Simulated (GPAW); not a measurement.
# InPd (Pm-3m) in GPAW: settings compared

The runs below take InPd through band structure, with PBE, r2SCAN.

Everything below comes from runs of GPAW 26.7.0. Logs are shortened: lines on timing, memory, paths and dates and some standing lists are left out, and cuts for length are marked. The log counts tension as positive stress, the text compression.

## 1. The structure

It takes space group Pm-3m (No. 221, cubic). The conventional cell has a = 3.272 Å, b = 3.272 Å, c = 3.272 Å, α = 90.00°, β = 90.00°, γ = 90.00°. In (site symmetry m-3m) is surrounded by 8 Pd at 2.83 Å. Pd (site symmetry m-3m) is surrounded by 8 In at 2.83 Å.

The cell comes from a database or a generator and needn't be the stable form of this composition.

## 2. Band structure, PBE, spin-orbit coupling, no magnetisation

run.py

```python
import numpy as np
from ase import Atoms
from ase.dft.bandgap import bandgap
from ase.io import write
from ase.units import GPa
from gpaw import GPAW, PW
from gpaw.spinorbit import soc_eigenstates

atoms = Atoms(['In', 'Pd'],
              cell=[[3.27188478, 0.0, 0.0],
                    [0.0, 3.27188478, 0.0],
                    [0.0, 0.0, 3.27188478]],
              scaled_positions=[[0.0, 0.0, 0.0],
                                [0.5, 0.5, 0.5]],
              pbc=True)

calc = GPAW(mode=PW(600),
            xc='PBE',
            kpts={'size': (7, 7, 7), 'gamma': True},
            occupations={'name': 'fermi-dirac', 'width': 0.05},
            nbands=26,
            convergence={'density': 1e-05, 'energy': 1e-05},
            maxiter=150,
            txt='gpaw.txt')
atoms.calc = calc
energy = atoms.get_potential_energy()
forces = atoms.get_forces()
stress = atoms.get_stress()
calc.write('gs.gpw')
write('result.traj', atoms)
print(f'Energy: {energy:.6f} eV')
print('Forces (eV/A):')
print(forces.round(4))
print('Stress (GPa):', (stress / GPa).round(3))
print('Fermi level:', round(calc.get_fermi_level(), 4), 'eV')
print(f'Gap: {bandgap(calc)[0]:.4f} eV, direct: {bandgap(calc, direct=True)[0]:.4f} eV')

path = atoms.cell.bandpath('GXMGRX,MR', npoints=80, eps=1e-4)
bs_calc = calc.fixed_density(kpts=path, symmetry='off', nbands=38,
                             convergence={'bands': 'CBM+6.0', 'eigenstates': 1e-6}, txt='bands.txt')
bs = bs_calc.band_structure()
bs.write('bs.json')
print(f'Gap on the path: {bandgap(bs_calc)[0]:.4f} eV')

soc = soc_eigenstates(bs_calc, theta=0, phi=0)
np.savetxt('soc_bands.dat', soc.eigenvalues(), fmt='%.4f')
mesh = soc_eigenstates('gs.gpw', theta=0, phi=0)
np.savetxt('soc_mesh.dat', mesh.eigenvalues(), fmt='%.4f')
print('Fermi level with spin-orbit coupling:', round(mesh.fermi_level, 4), 'eV')
```

Potentials or basis: GPAW PAW data sets (gpaw-data 1.2.1), pw.

The run is started by

```console
> OMP_NUM_THREADS=1 python run.py
```

gpaw.txt:

```text
__  _  _
 | _ |_)|_||  |
 |__||  | ||/\| - 26.7.0

Input parameters:
  mode=PW(ecut=600.0),
  convergence={'density': 1e-05, 'energy': 1e-05},
  kpts=MonkhorstPack(size=(7, 7, 7), gamma=True),
  maxiter=150,
  nbands=26,
  occupations=Occupations(name='fermi-dirac', width=0.05),
  xc=XC(name='PBE')

Diagonalizing LCAO Hamiltonian
Converting LCAO to pw mode
   .-------.
  /|       |
 * |       |
 | |  Pd   |
 | .-------.
 |/       /
 In------*

Atoms  # Å, Bohr magnetons
|   | symbol |        x |        y |        z |    initial magnetic moments |
|---|--------|----------|----------|----------|-----------------------------|
| 0 |     In | 0.000000 | 0.000000 | 0.000000 | ( 0.0000,  0.0000,  0.0000) |
| 1 |     Pd | 1.635942 | 1.635942 | 1.635942 | ( 0.0000,  0.0000,  0.0000) |

Unit cell  # Å
| periodic |        x |        y |        z |  lengths |    angles |
|----------|----------|----------|----------|----------|-----------|
|      yes | 3.271885 | 0.000000 | 0.000000 | 3.271885 | 90.000000 |
|      yes | 0.000000 | 3.271885 | 0.000000 | 3.271885 | 90.000000 |
|      yes | 0.000000 | 0.000000 | 3.271885 | 3.271885 | 90.000000 |

Number of symmetries: 48
Symmetry operations  # r_c * U_cc + t_c -> r_c
|    | kind |            matrix            |
|----|------|------------------------------|
|  0 |  E   |  1, 0, 0,  0, 1, 0,  0, 0, 1 |
|  1 |  σ   |  1, 0, 0,  0, 1, 0,  0, 0,-1 |
|  2 |  σ   |  1, 0, 0,  0, 0, 1,  0, 1, 0 |
|  3 |  C4  |  1, 0, 0,  0, 0, 1,  0,-1, 0 |
|  4 |  C4  |  1, 0, 0,  0, 0,-1,  0, 1, 0 |
|  5 |  σ   |  1, 0, 0,  0, 0,-1,  0,-1, 0 |
|  6 |  σ   |  1, 0, 0,  0,-1, 0,  0, 0, 1 |
|  7 |  C2  |  1, 0, 0,  0,-1, 0,  0, 0,-1 |
|  8 |  σ   |  0, 1, 0,  1, 0, 0,  0, 0, 1 |
|  9 |  C2  |  0, 1, 0,  1, 0, 0,  0, 0,-1 |
| 10 |  C3  |  0, 1, 0,  0, 0, 1,  1, 0, 0 |
| 11 |  S6  |  0, 1, 0,  0, 0, 1, -1, 0, 0 |
| 12 |  S6  |  0, 1, 0,  0, 0,-1,  1, 0, 0 |
| 13 |  C3  |  0, 1, 0,  0, 0,-1, -1, 0, 0 |
| 14 |  C4  |  0, 1, 0, -1, 0, 0,  0, 0, 1 |
| 15 |  S4  |  0, 1, 0, -1, 0, 0,  0, 0,-1 |
| 16 |  C3  |  0, 0, 1,  1, 0, 0,  0, 1, 0 |
| 17 |  S6  |  0, 0, 1,  1, 0, 0,  0,-1, 0 |
| 18 |  σ   |  0, 0, 1,  0, 1, 0,  1, 0, 0 |
| 19 |  C4  |  0, 0, 1,  0, 1, 0, -1, 0, 0 |
| 20 |  C2  |  0, 0, 1,  0,-1, 0,  1, 0, 0 |
| 21 |  S4  |  0, 0, 1,  0,-1, 0, -1, 0, 0 |
| 22 |  S6  |  0, 0, 1, -1, 0, 0,  0, 1, 0 |
| 23 |  C3  |  0, 0, 1, -1, 0, 0,  0,-1, 0 |
| 24 |  S6  |  0, 0,-1,  1, 0, 0,  0, 1, 0 |
| 25 |  C3  |  0, 0,-1,  1, 0, 0,  0,-1, 0 |
| 26 |  C4  |  0, 0,-1,  0, 1, 0,  1, 0, 0 |
| 27 |  σ   |  0, 0,-1,  0, 1, 0, -1, 0, 0 |
| 28 |  S4  |  0, 0,-1,  0,-1, 0,  1, 0, 0 |
| 29 |  C2  |  0, 0,-1,  0,-1, 0, -1, 0, 0 |
| 30 |  C3  |  0, 0,-1, -1, 0, 0,  0, 1, 0 |
| 31 |  S6  |  0, 0,-1, -1, 0, 0,  0,-1, 0 |
| 32 |  C4  |  0,-1, 0,  1, 0, 0,  0, 0, 1 |
| 33 |  S4  |  0,-1, 0,  1, 0, 0,  0, 0,-1 |
| 34 |  S6  |  0,-1, 0,  0, 0, 1,  1, 0, 0 |
| 35 |  C3  |  0,-1, 0,  0, 0, 1, -1, 0, 0 |
| 36 |  C3  |  0,-1, 0,  0, 0,-1,  1, 0, 0 |
| 37 |  S6  |  0,-1, 0,  0, 0,-1, -1, 0, 0 |
| 38 |  σ   |  0,-1, 0, -1, 0, 0,  0, 0, 1 |
| 39 |  C2  |  0,-1, 0, -1, 0, 0,  0, 0,-1 |
| 40 |  σ   | -1, 0, 0,  0, 1, 0,  0, 0, 1 |
| 41 |  C2  | -1, 0, 0,  0, 1, 0,  0, 0,-1 |
| 42 |  C2  | -1, 0, 0,  0, 0, 1,  0, 1, 0 |
| 43 |  S4  | -1, 0, 0,  0, 0, 1,  0,-1, 0 |
| 44 |  S4  | -1, 0, 0,  0, 0,-1,  0, 1, 0 |
| 45 |  C2  | -1, 0, 0,  0, 0,-1,  0,-1, 0 |
| 46 |  C2  | -1, 0, 0,  0,-1, 0,  0, 0, 1 |
| 47 |  i   | -1, 0, 0,  0,-1, 0,  0, 0,-1 |

BZ-sampling:
  Number of BZ points: 343
  Number of IBZ points: 20

  Monkhorst-Pack size: [7, 7, 7]
  Monkhorst-Pack shift: [0, 0, 0]

K-points  # in reciprocal-cell coordinates
|     |                                coordinates |     weight |
|-----|--------------------------------------------|------------|
|   0 | (  0.00000000,   0.00000000,   0.00000000) | 0.00291545 |
|   1 | (  0.14285714,   0.00000000,   0.00000000) | 0.01749271 |
|   2 | (  0.14285714,   0.14285714,   0.00000000) | 0.03498542 |
|   3 | (  0.14285714,   0.14285714,   0.14285714) | 0.02332362 |
|   4 | (  0.28571429,   0.00000000,   0.00000000) | 0.01749271 |
|   5 | (  0.28571429,   0.14285714,   0.00000000) | 0.06997085 |
|   6 | (  0.28571429,   0.14285714,   0.14285714) | 0.06997085 |
|   7 | (  0.28571429,   0.28571429,   0.00000000) | 0.03498542 |
|   8 | (  0.28571429,   0.28571429,   0.14285714) | 0.06997085 |
|   9 | (  0.28571429,   0.28571429,   0.28571429) | 0.02332362 |
| ... |                                            |            |
|  19 | (  0.42857143,   0.42857143,   0.42857143) | 0.02332362 |

Plane wave coefficients: 1189
Cutoff: 600.0 eV

Spin-components: 1 (collinear spins)
Bands:           26
Projectors:      12
Spin-degeneracy: 2
Datatype:        complex128

Parallelization:
  kpt:    1
  domain: 1
  band:   1

Density:
  Valence electrons: 29.0
  Components: 1
  Grid points: [20 20 20]
  Charge: 0.0  # |e|

Potential:
  Grid points: [20 20 20]

species:
  In:
    name:    Indium
    Z:       49.0
    valence: 13
    core:    36
    charge:  0.0  # [|e|]
    compensation charges:
      type: gauss
      rc: 0.36  # [Å]
      lmax: 2
    cutoffs:
      filter: 2.09  # [Å]
      core: 2.48  # [Å]
    projectors
    | kind |    occ | energy [eV] | rcut [Å] |
    |------|--------|-------------|----------|
    |   5s |  2.000 |      -8.203 |    1.185 |
    |   5p |  1.000 |      -2.521 |    1.244 |
    |   4d | 10.000 |     -18.629 |    1.148 |
    |    s |        |      19.008 |    1.185 |
    |    p |        |      24.691 |    1.244 |
    |    d |        |       8.583 |    1.148 |

    Using partial waves for In as LCAO basis

  Pd:
    name:    Palladium
    Z:       46.0
    valence: 16
    core:    30
    charge:  0.0  # [|e|]
    compensation charges:
      type: gauss
      rc: 0.38  # [Å]
      lmax: 2
    cutoffs:
      filter: 2.38  # [Å]
      core: 2.28  # [Å]
    projectors
    | kind |    occ | energy [eV] | rcut [Å] |
    |------|--------|-------------|----------|
    |   5s |  0.000 |      -3.315 |    1.228 |
    |   4p |  6.000 |     -51.209 |    1.360 |
    |   5p |  0.000 |      -0.314 |    1.360 |
    |   4d | 10.000 |      -4.047 |    1.228 |
    |    s |        |      23.896 |    1.228 |
    |    d |        |      23.165 |    1.228 |

    Using partial waves for Pd as LCAO basis

Reference energy: -297202.910378  # eV

eigensolver:
  PPCG
  Converge bands: occupied
  niter=2

density mixing:
  MSR1-Mixer
  Pratt-step length: 0.05
  Maximum mixing coefficient: 0.75
  Old densities: 10
  SVD Regularization: 0.005
  Good broyden scale: 1.0
  Trust region scale: 1.0
  Backstep threshold: 4.0
  History deletion threshold: 6.0
  Fourier metric: weight=20.0, sigma=0.015

occupation numbers:
  Fermi-Dirac:
    width: 0.0500  # eV

poisson solver:
  ecut: 4800.0  # eV

xc functional:
  name: PBE with 2 nearest neighbor stencil

convergence criteria:
- Maximum integral of absolute [dens]ity change: 1e-05 electrons / valence electron
- Maximum [total energy] change in last 3 cyles: 1e-05 eV / valence electron
- Maximum integral of absolute [eigenst]ate change: 4e-08 eV^2 / valence electron
maximum number of iterations: 150

SCF iterations
|iter     | |      energy | eigst |  dens |
|---------|-|-------------|-------|-------|
|iter:   1| |   -9.281102 | +0.24 |       |
|iter:   2| |   -8.671506 | -1.99 | -1.05 |
|iter:   3| |   -7.687198 | -1.34 | -1.13 |
|iter:   4| |   -7.660429 | -2.84 | -1.68 |
|iter:   5| |   -7.648876 | -2.95 | -1.88 |
|iter:   6| |   -7.648553 | -4.17 | -2.58 |
|iter:   7| |   -7.648557 | -6.37 | -3.72 |
|iter:   8| |   -7.648558c| -6.74 | -4.08 |
|iter:   9| |   -7.648558c| -7.73c| -4.82 |
|iter:  10| |   -7.648558c| -8.32c| -5.30c|

Converged in 10 steps
Energy contributions relative to reference atoms: (reference = -297202.910378)

Energy contributions:
  Kinetic:          14.018668
  Coulomb:         -15.828420
  Zero:             -0.037461
  External:          0.000000
  Xc:               -5.797497
  Entropy:          -0.007694
  Spinorbit:         0.000000
  ----------------------------
  Free energy:      -7.652405
  Extrapolated:     -7.648558

dipole moment: (-10.971074, -10.971074, -10.971074)  # |e|*Ang

Fermi level: 10.163
Eigenvalues  # (at kpt = [0.000, 0.000, 0.000])
| band index |      eig [eV] | occ [0-2] |
|------------|---------------|-----------|
|          0 |       -40.364 |     2.000 |
|        ... |               |           |
|          6 |        -4.499 |     2.000 |
|          7 |        -4.499 |     2.000 |
|          8 |        -0.104 |     2.000 |
|          9 |         6.132 |     2.000 |
|         10 |         6.132 |     2.000 |
|         11 |         7.683 |     2.000 |
|         12 |         7.683 |     2.000 |
|         13 |         7.683 |     2.000 |
|         14 |        14.155 |     0.000 |
|         15 |        14.155 |     0.000 |
|         16 |        14.155 |     0.000 |
|         17 |        19.414 |     0.000 |
|         18 |        20.519 |     0.000 |
|         19 |        20.519 |     0.000 |
|         20 |        26.188 |     0.000 |
|         21 |        26.188 |     0.000 |
|        ... |               |           |
|         25 |        31.370 |     0.000 |

No gap
No difference between direct/indirect transitions

Forces  # eV/Ang
|       x |       y |       z |
|---------|---------|---------|
| 0.00000 | 0.00000 | 0.00000 |  # In   0
| 0.00000 | 0.00000 | 0.00000 |  # Pd   1

Stress tensor  # eV/Ang^3
|         x |         y |         z |
|-----------|-----------|-----------|
| -0.022360 |  0.000000 |  0.000000 |
|  0.000000 | -0.022360 |  0.000000 |
|  0.000000 |  0.000000 | -0.022360 |

# Writing to gs.gpw (mode='')
```

Run time: 38 s. Hardware: 1 thread of Intel Xeon Platinum 8259CL at 2.50GHz (Skylake/Cascade Lake), shared host; peak memory 0.3 GiB.

What came out:

* Free energy: -7.6524 eV
* Pressure: 3.6 GPa
* Band gap along the path: none (metal or under the smearing width)

Levels at the corners of the path, in eV from the Fermi level:
```csv
point,band 24,band 25,band 26,band 27,band 28,band 29,band 30,band 31,band 32,band 33
Γ,-2.57,-2.57,-2.57,-2.28,-2.28,3.46,3.46,4.25,4.25,4.25
X,-3.61,-3.37,-3.37,-2.53,-2.53,-1.33,-1.33,8.94,8.94,9.63
M,-2.83,-2.60,-2.60,-2.51,-2.51,-1.92,-1.92,1.25,1.25,2.28
Γ,-2.57,-2.57,-2.57,-2.28,-2.28,3.46,3.46,4.25,4.25,4.25
R,-1.89,-1.89,-1.89,-0.28,-0.28,3.36,3.36,3.71,3.71,3.71
X,-3.61,-3.37,-3.37,-2.53,-2.53,-1.33,-1.33,8.94,8.94,9.63
M,-2.83,-2.60,-2.60,-2.51,-2.51,-1.92,-1.92,1.25,1.25,2.28
R,-1.89,-1.89,-1.89,-0.28,-0.28,3.36,3.36,3.71,3.71,3.71
```

Caveat: spin-orbit coupling was added after a scalar SCF, so levels and gaps hold it while energy, forces, pressure and moments don't; this program's spin-orbit splittings come out too wide for heavy elements.

[end of part 1 of 2]
